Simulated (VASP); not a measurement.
# Li (Im-3m) in VASP: a series of runs

One crystal, Li, is run at these levels: PBEsol; tasks: single point, relaxation of cell and atoms.

Everything below comes from runs of VASP 6.6.1. Logs are shortened: lines on timing, memory, paths and dates and some standing lists are left out, and cuts for length are marked.

### Step 1. The crystal as given

It takes space group Im-3m (No. 229, cubic). The conventional cell has a = 3.433 Å, b = 3.433 Å, c = 3.433 Å, α = 90.00°, β = 90.00°, γ = 90.00°. Around Li (site symmetry m-3m) lie 8 Li at 2.97 Å.

The cell was built by a generator and needn't be a form met in nature.

### Step 2. Single point, PBEsol

INCAR

```
SYSTEM = Li
PREC = Accurate
ENCUT = 520
EDIFF = 1E-7
ISMEAR = 1
SIGMA = 0.1
LREAL = .False.
LASPH = .True.
NELM = 100
ALGO = Fast
ISIF = 2
LWAVE = .False.
LCHARG = .False.
GGA = PS
NBANDS = 10
```

KPOINTS

```
regular mesh
0
Gamma
  20 20 20
  0 0 0
```

POSCAR

```
Li
1.0
    3.4332067972      0.0000000000      0.0000000000
    0.0000000000      3.4332067972      0.0000000000
    0.0000000000      0.0000000000      3.4332067972
Li
2
Direct
    0.0000000000      0.0000000000      0.0000000000
    0.5000000000      0.5000000000      0.5000000000
```

Potentials or basis: VASP PAW PBE potentials, release 64 (Li_sv).

The run is started by

```console
$ cat potpaw_PBE.64/Li_sv/POTCAR > POTCAR
$ mpirun -np 1 vasp_std > vasp.out
```

OUTCAR:

```text
SYSTEM = Li
   PREC = Accurate
   ENCUT = 520
   EDIFF = 1E-7
   ISMEAR = 1
   LREAL = .False.
   LASPH = .True.
   NELM = 100
   ISIF = 2
   GGA = PS

 ion  position               nearest neighbor table
   1  0.000  0.000  0.000-
   2  0.500  0.500  0.500-

  LATTYP: Found a simple cubic cell.
 ALAT       =     3.4332067972

  Lattice vectors:

 A1 = (   3.4332067972,   0.0000000000,   0.0000000000)
 A2 = (   0.0000000000,   3.4332067972,   0.0000000000)
 A3 = (   0.0000000000,   0.0000000000,   3.4332067972)

Analysis of symmetry for initial positions (statically):
=====================================================================
 Subroutine PRICEL returns following result:

  LATTYP: Found a body centered cubic cell.
 ALAT       =     3.4332067972

  Lattice vectors:

 A1 = (   1.7166033986,   1.7166033986,  -1.7166033986)
 A2 = (  -1.7166033986,   1.7166033986,   1.7166033986)
 A3 = (   1.7166033986,  -1.7166033986,   1.7166033986)

   2 primitive cells build up your supercell.

 Routine SETGRP: Setting up the symmetry group for a
 simple cubic supercell.

 Subroutine GETGRP returns: Found 48 space group operations
 (whereof 48 operations were pure point group operations)
 out of a pool of 48 trial point group operations.

The static configuration has the point symmetry O_h .

Analysis of symmetry for dynamics (positions and initial velocities):
=====================================================================
 Subroutine PRICEL returns following result:

  LATTYP: Found a body centered cubic cell.
 ALAT       =     3.4332067972

  Lattice vectors:

 A1 = (   1.7166033986,   1.7166033986,  -1.7166033986)
 A2 = (  -1.7166033986,   1.7166033986,   1.7166033986)
 A3 = (   1.7166033986,  -1.7166033986,   1.7166033986)

   2 primitive cells build up your supercell.

 Routine SETGRP: Setting up the symmetry group for a
 simple cubic supercell.

 Subroutine GETGRP returns: Found 48 space group operations
 (whereof 48 operations were pure point group operations)
 out of a pool of 48 trial point group operations.

The dynamic configuration has the point symmetry O_h .

 Subroutine INISYM returns: Found 48 space group operations
 (whereof 48 operations are pure point group operations),
 and found     2 'primitive' translations

[... 98 lines left out ...]
   ISIF   =      2    stress and relaxation
   ISYM   =      2    0-nonsym 1-usesym 2-fastsym
   POTIM  = 0.5000    time-step for ionic-motion
   TEBEG  =    0.0;   TEEND  =   0.0 temperature during run
   PSTRESS=    0.0 pullay stress
   NELECT =       6.0000    total number of electrons
   NUPDOWN=      -1.0000    fix difference up-down
   EMIN   =  10.00;   EMAX   =-10.00  energy-range for DOS
   EFERMI =   0.00;   METHOD = LEGACY
   ISMEAR =     1;   SIGMA  =   0.10  broadening in eV -4-tet -1-fermi 0-gaus
   EFERMI_NEDOS =   21; number of points for ismear=-14 and -15
   IALGO  =     68    algorithm
   IMIX   =      4    mixing-type and parameters
     AMIX     =   0.40;   BMIX     =  1.00
     AMIX_MAG =   1.60;   BMIX_MAG =  1.00
  volume/ion in A,a.u.               =      20.23       136.54
  Fermi-wavevector in a.u.,A,eV,Ry     =   0.866480  1.637410 10.215089  0.750788
  Thomas-Fermi vector in A             =   1.984875
   LORBIT       =      0    0 simple, 1 ext, 2 COOP (PROOUT), +10 PAW based schemes
   GGA     = PS    functional components
   LHFCALC =     F    Hartree Fock is set to
   AEXX    =    0.0000 exact exchange contribution
   IVDW    =     0    specifies the selected vdW correction
   LEPSILON=     F    determine dielectric tensor
   LRPA    =     F    only Hartree local field effects (RPA)
 non-spin polarized calculation
 RMM-DIIS sequential band-by-band and
 Methfessel and Paxton  Order N= 1 SIGMA  =   0.10
  energy-cutoff  :      520.00
  volume of cell :       40.47
 maximum number of plane-waves:      1108
 NGX is ok and might be reduce to    28
   NGX = 13   NGY = 13   NGZ = 13

 number of electron       6.0000000 magnetization

 Free energy of the ion-electron system (eV)
  ---------------------------------------------------
  ext. energy  EPLUGINS =         0.00000000
  ---------------------------------------------------
  free energy    TOTEN  =        -3.93065243 eV

  energy without entropy =       -3.93016997  energy(sigma->0) =       -3.93049161

 E-fermi :   0.6550     XC(G=0):  -7.0220

 val. band max:        0.6543303835   @ k =   0.4000   0.1000   0.0000
 cond. band min:       0.6683934989   @ k =   0.4500   0.3000   0.0000
 fundamental gap:      0.0140631154
 Fermi energy:         0.6549983904

 k-point     1 :       0.0000    0.0000    0.0000
  band No.  band energies     occupation
      1     -45.2776      2.00000
      2     -45.2422      2.00000
      3      -2.9252      2.00000
      4       6.1634      0.00000
      5       6.1634      0.00000
      6       6.1634      0.00000
      7       8.4051      0.00000
      8       8.4051      0.00000
      9      14.3408      0.00000
     10      15.2809      0.00000
[... 287 lines left out ...]
 k-point    24 :       0.2000    0.1000    0.0000
  band No.  band energies     occupation
      1     -45.2729      2.00000
      2     -45.2459      2.00000
      3      -2.4516      2.00000
      4       3.3903      0.00000
      5       5.7244      0.00000
      6       6.7745      0.00000
      7       9.8967      0.00000
      8      12.0849      0.00000
      9      12.5193      0.00000
     10      13.4125      0.00000

 [... further k-points ...]

------------------------ aborting loop because EDIFF is reached ----------------------------------------

  FORCE on cell =-STRESS in cart. coord.  units (eV):
  Direction    XX          YY          ZZ          XY          YZ          ZX
  --------------------------------------------------------------------------------------
  -------------------------------------------------------------------------------------
  Total       -0.0214481     -0.0214481     -0.0214481      0.0000000     -0.0000000      0.0000000
  in kB       -0.8491794     -0.8491794     -0.8491794      0.0000000     -0.0000000      0.0000000
  external PRESSURE =      -0.8491794 kB  Pullay stress =       0.0000000 kB

 VOLUME and BASIS-vectors are now :
 -----------------------------------------------------------------------------
  energy-cutoff  :      520.00
  volume of cell :       40.47
      direct lattice vectors                 reciprocal lattice vectors
     3.433206797  0.000000000  0.000000000     0.291272871  0.000000000  0.000000000
     0.000000000  3.433206797  0.000000000     0.000000000  0.291272871  0.000000000
     0.000000000  0.000000000  3.433206797     0.000000000  0.000000000  0.291272871

 POSITION                                       TOTAL-FORCE (eV/Angst)
 -----------------------------------------------------------------------------------
      0.00000      0.00000      0.00000        -0.000000     -0.000000      0.000000
      1.71660      1.71660      1.71660         0.000000      0.000000     -0.000000
 -----------------------------------------------------------------------------------
    total drift:                                0.000000      0.000000      0.000000

  FREE ENERGIE OF THE ION-ELECTRON SYSTEM (eV)
  ---------------------------------------------------
  free  energy   TOTEN  =        -3.9306524254 eV

  energy  without entropy=       -3.9301699719  energy(sigma->0) =       -3.93049161
```

OSZICAR:

```text
N       E                     dE             d eps       ncg     rms          rms(c)
DAV:   1     0.105402392869E+02    0.10540E+02   -0.24342E+03  5720   0.546E+02
DAV:   2    -0.226420949480E+01   -0.12804E+02   -0.12549E+02  7496   0.970E+01
DAV:   3    -0.389115771137E+01   -0.16269E+01   -0.16128E+01  9044   0.235E+01
DAV:   4    -0.393467355777E+01   -0.43516E-01   -0.43295E-01  7516   0.398E+00
DAV:   5    -0.393532170275E+01   -0.64814E-03   -0.64808E-03  7494   0.432E-01    0.477E-01
RMM:   6    -0.393200370268E+01    0.33180E-02   -0.72830E-04  8035   0.179E-01    0.282E-01
RMM:   7    -0.393047520803E+01    0.15285E-02   -0.28437E-03  8091   0.344E-01    0.332E-02
RMM:   8    -0.393059062651E+01   -0.11542E-03   -0.93354E-04  9291   0.177E-01    0.555E-03
RMM:   9    -0.393063688558E+01   -0.46259E-04   -0.34702E-04  9733   0.114E-01    0.101E-02
RMM:  10    -0.393065110075E+01   -0.14215E-04   -0.93939E-05  9655   0.587E-02    0.184E-02
RMM:  11    -0.393065877699E+01   -0.76762E-05   -0.41553E-05  9740   0.395E-02    0.275E-02
RMM:  12    -0.393065837178E+01    0.40520E-06   -0.10186E-05  9280   0.193E-02    0.256E-02
RMM:  13    -0.393065714314E+01    0.12286E-05   -0.34226E-06  8639   0.108E-02    0.221E-02
RMM:  14    -0.393065425929E+01    0.28838E-05   -0.75701E-07  8314   0.614E-03    0.126E-02
RMM:  15    -0.393065312198E+01    0.11373E-05   -0.41589E-07  8218   0.499E-03    0.685E-03
RMM:  16    -0.393065261464E+01    0.50734E-06   -0.48161E-07  7439   0.448E-03    0.272E-03
RMM:  17    -0.393065248223E+01    0.13240E-06   -0.12613E-07  5697   0.326E-03    0.123E-03
RMM:  18    -0.393065242537E+01    0.56862E-07   -0.89646E-08  5724   0.274E-03
   1 F= -.39306524E+01 E0= -.39304916E+01  d E =-.482454E-03
```

Run time: 58 s. Hardware: 1 thread of Intel Xeon 6975P-C (Granite Rapids), shared host; peak memory 0.21 GiB.

What came out:

```yaml
Free_energy: -3.9307 eV
Band_gap_on_the_k_mesh: none (metal or under the smearing width)
```

Levels at points of the mesh, in eV from the Fermi level:
| k point | band 1 | band 2 | band 3 | band 4 | band 5 | band 6 | band 7 |
| --- | --- | --- | --- | --- | --- | --- | --- |
| (0.00, 0.00, 0.00) | -45.93 | -45.90 | -3.58 | 5.51 | 5.51 | 5.51 | 7.75 |
| (0.50, 0.00, 0.00) | -45.91 | -45.91 | -1.17 | -1.17 | 8.53 | 8.53 | 8.53 |
| (0.50, 0.50, 0.00) | -45.91 | -45.91 | 0.22 | 0.22 | 3.25 | 3.25 | 10.37 |
| (0.50, 0.50, 0.50) | -45.91 | -45.91 | 3.36 | 3.36 | 3.36 | 3.36 | 3.36 |

Caveat: the cutoff is under 1.25 times the usual one of these potentials, so pressure, stress and relaxed cells hold a basis-set (Pulay) error; the PAW data sets were made with another functional, which shifts forces and pressure a little.

### Step 3. Relaxation of cell and atoms, PBEsol

This run uses another cell than the first one, of 20.53 Å³/atom, 1.015 times its volume.

INCAR

```
SYSTEM = Li
PREC     = Accurate       ! precision mode
ENCUT    = 600            ! plane-wave cutoff, eV
EDIFF    = 1E-6           ! SCF threshold, eV
ISMEAR   = 1              ! smearing method
SIGMA    = 0.1            ! smearing width, eV
LREAL    = .FALSE.        ! projectors in reciprocal space
LASPH    = .TRUE.         ! aspherical terms in the spheres
NELM     = 100            ! most SCF steps
ALGO     = Fast           ! electronic algorithm
ISIF     = 3              ! what is computed and relaxed
LWAVE    = .FALSE.        ! write WAVECAR
LCHARG   = .FALSE.        ! write CHGCAR
GGA      = PS             ! functional
IBRION   = 2              ! ionic algorithm
NSW      = 80             ! ionic steps
EDIFFG   = -0.005         ! ionic threshold
```

KPOINTS

```
regular mesh
0
G
  20 20 20
  0 0 0
```

POSCAR

```
Li
1.0
    3.4500000000      0.0000000000      0.0000000000
    0.0000000000      3.4500000000      0.0000000000
    0.0000000000      0.0000000000      3.4500000000
Li
2
Direct
    0.0000000000      0.0000000000      0.0000000000
    0.5000000000      0.5000000000      0.5000000000
```

Potentials or basis: VASP PAW PBE potentials, release 64 (Li_sv).

The run is started by

```console
$ cat potpaw_PBE.64/Li_sv/POTCAR > POTCAR
$ mpirun -np 1 vasp_std > vasp.out
```

OUTCAR:

```text
SYSTEM = Li
   PREC = Accurate
   ENCUT = 600
   EDIFF = 1E-6
   ISMEAR = 1
   LREAL = .FALSE.
   LASPH = .TRUE.
   NELM = 100
   ISIF = 3
   GGA = PS
   IBRION = 2
   NSW = 80
   EDIFFG = -0.005

 ion  position               nearest neighbor table
   1  0.000  0.000  0.000-
   2  0.500  0.500  0.500-

  LATTYP: Found a simple cubic cell.
 ALAT       =     3.4500000000

  Lattice vectors:

 A1 = (   3.4500000000,   0.0000000000,   0.0000000000)
 A2 = (   0.0000000000,   3.4500000000,   0.0000000000)
 A3 = (   0.0000000000,   0.0000000000,   3.4500000000)

Analysis of symmetry for initial positions (statically):
=====================================================================
 Subroutine PRICEL returns following result:

  LATTYP: Found a body centered cubic cell.
 ALAT       =     3.4500000000

  Lattice vectors:

 A1 = (   1.7250000000,   1.7250000000,  -1.7250000000)
 A2 = (  -1.7250000000,   1.7250000000,   1.7250000000)
 A3 = (   1.7250000000,  -1.7250000000,   1.7250000000)

   2 primitive cells build up your supercell.

 Routine SETGRP: Setting up the symmetry group for a
 simple cubic supercell.

 Subroutine GETGRP returns: Found 48 space group operations
 (whereof 48 operations were pure point group operations)
 out of a pool of 48 trial point group operations.

The static configuration has the point symmetry O_h .

Analysis of symmetry for dynamics (positions and initial velocities):
=====================================================================
 Subroutine PRICEL returns following result:

  LATTYP: Found a body centered cubic cell.
 ALAT       =     3.4500000000

[... 142 lines left out ...]
   LEPSILON=     F    determine dielectric tensor
   LRPA    =     F    only Hartree local field effects (RPA)
 conjugate gradient relaxation of ions
 non-spin polarized calculation
 RMM-DIIS sequential band-by-band and
 Methfessel and Paxton  Order N= 1 SIGMA  =   0.10
  energy-cutoff  :      600.00
  volume of cell :       41.06
 maximum number of plane-waves:      1406
 NGX is ok and might be reduce to    28
   NGX = 13   NGY = 13   NGZ = 13

--------------------------------------- Ionic step        1  -------------------------------------------

 number of electron       6.0000008 magnetization

 Free energy of the ion-electron system (eV)
  ---------------------------------------------------
  ext. energy  EPLUGINS =         0.00000000
  ---------------------------------------------------
  free energy    TOTEN  =        -3.93134460 eV

  energy without entropy =       -3.93086437  energy(sigma->0) =       -3.93118453

------------------------ aborting loop because EDIFF is reached ----------------------------------------

  FORCE on cell =-STRESS in cart. coord.  units (eV):
  Direction    XX          YY          ZZ          XY          YZ          ZX
  --------------------------------------------------------------------------------------
  -------------------------------------------------------------------------------------
  Total       -0.0620736     -0.0620736     -0.0620736      0.0000000     -0.0000000      0.0000000
  in kB       -2.4219235     -2.4219235     -2.4219235      0.0000000     -0.0000000      0.0000000
  external PRESSURE =      -2.4219235 kB  Pullay stress =       0.0000000 kB
[... 167 lines left out ...]
--------------------------------------- Ionic step        6  -------------------------------------------

 number of electron       5.9999995 magnetization

 Free energy of the ion-electron system (eV)
  ---------------------------------------------------
  ext. energy  EPLUGINS =         0.00000000
  ---------------------------------------------------
  free energy    TOTEN  =        -3.93230575 eV

  energy without entropy =       -3.93182332  energy(sigma->0) =       -3.93214494

 E-fermi :   0.6813     XC(G=0):  -7.0464

 val. band max:        0.6787367840   @ k =   0.4000   0.4000   0.2500
 cond. band min:       0.6821174416   @ k =   0.4000   0.1000   0.0000
 fundamental gap:      0.0033806577
 Fermi energy:         0.6813120108

 k-point     1 :       0.0000    0.0000    0.0000
  band No.  band energies     occupation
      1     -45.2299      2.00000
      2     -45.1939      2.00000
      3      -2.9127      2.00000
      4       6.2243      0.00000
      5       6.2243      0.00000
      6       6.2243      0.00000
      7       8.4753      0.00000
[... 221 lines left out ...]
 k-point    24 :       0.2000    0.1000    0.0000
  band No.  band energies     occupation
      1     -45.2249      2.00000
      2     -45.1974      2.00000
      3      -2.4376      2.00000
      4       3.4327      0.00000
      5       5.7830      0.00000
      6       6.8396      0.00000
      7       9.9788      0.00000

 [... further k-points ...]

------------------------ aborting loop because EDIFF is reached ----------------------------------------

  FORCE on cell =-STRESS in cart. coord.  units (eV):
  Direction    XX          YY          ZZ          XY          YZ          ZX
  --------------------------------------------------------------------------------------
  -------------------------------------------------------------------------------------
  Total        0.0003255      0.0003255      0.0003255      0.0000000      0.0000000     -0.0000000
  in kB        0.0130138      0.0130138      0.0130138      0.0000000      0.0000000     -0.0000000
  external PRESSURE =       0.0130138 kB  Pullay stress =       0.0000000 kB
[... 17 lines left out ...]
  FREE ENERGIE OF THE ION-ELECTRON SYSTEM (eV)
  ---------------------------------------------------
  free  energy   TOTEN  =        -3.9323057511 eV

  energy  without entropy=       -3.9318233210  energy(sigma->0) =       -3.93214494

 reached required accuracy - stopping structural energy minimisation
```

It took 97 s on 1 thread of Intel Xeon 6975P-C (Granite Rapids), shared host; peak memory 0.22 GiB.

What came out:

```
Free energy                            : -3.9323 eV
Relaxed volume                         : 20.04 Å³/atom
Relaxed cell                           : a = 3.422 Å, b = 3.422 Å, c = 3.422 Å, α = 90.00°, β = 90.00°, γ = 90.00°
Space group after relaxing (to 0.05 Å) : Im-3m (No. 229)
Energy gained by relaxing              : 0.5 meV/atom
Ionic steps                            : 6
Pressure after relaxing                : 0.0 GPa
Band gap on the k mesh                 : none (metal or under the smearing width)
```

The path:
```tsv
step	energy change (eV)	largest force (eV/Å)	pressure (GPa)	volume (Å³)
1	0.0000	0.0000	-0.24	41.06
2	-0.0003	0.0000	-0.26	40.88
3	-0.0006	0.0000	-0.20	40.68
4	-0.0009	0.0000	-0.07	40.30
5	-0.0006	0.0000	0.19	39.53
6	-0.0010	0.0000	0.00	40.07
```

Final structure:
```xyz
2
Lattice="3.4221 0.0000 0.0000 0.0000 3.4221 0.0000 0.0000 0.0000 3.4221" Properties=species:S:1:pos:R:3 pbc="T T T"
Li    0.0000    0.0000    0.0000
Li    1.7110    1.7110    1.7110
```

Caveat: the cutoff is under 1.25 times the usual one of these potentials, so pressure, stress and relaxed cells hold a basis-set (Pulay) error; the PAW data sets were made with another functional, which shifts forces and pressure a little.
